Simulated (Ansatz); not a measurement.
ZnO in the rocksalt structure was relaxed with 5 functionals in Ansatz 0.2.0, cell and atoms free, the symmetry of the start kept (meshes: PBE 10×10×10, r2SCAN 10×10×10, PBEsol 10×10×10, LDA 10×10×10, HSE06 6×6×6). Values at 0 K without nuclear motion; spin polarisation is off, and the phase may be a hypothetical one.

The r2SCAN result:
```xyz
2
Lattice="0.0000 2.1338 2.1338 2.1338 0.0000 2.1338 2.1338 2.1338 0.0000" Properties=species:S:1:pos:R:3 pbc="T T T"
Zn    0.0000    0.0000    0.0000
O     2.1338    2.1338    2.1338
```

Space group Fm-3m (No. 225), cubic; conventional cell a = 4.268 Å, 9.72 Å³ an atom. Zn has 6 O at 2.13 Å; O has 6 Zn at 2.13 Å.

Task: How does the cell change with PBE?

Result: a = 4.330 Å; the volume differs by +4.5 % from r2SCAN's. Zn has 6 O at 2.17 Å; O has 6 Zn at 2.17 Å.

Task: What lattice does HSE06 give?

Result: a = 4.274 Å; the volume differs by +0.5 % from r2SCAN's. Around Zn lie 6 O at 2.14 Å; around O lie 6 Zn at 2.14 Å.

Task: Held at the r2SCAN cell, what mean stress do LDA and PBE find, and does its sign point to their own minimum?

Result: Yes. LDA -7.34 GPa, and its relaxed volume is -3.8 % from r2SCAN's; PBE +7.96 GPa, and its relaxed volume is +4.5 % from r2SCAN's. Compression counts positive, so a positive stress asks for a larger cell.
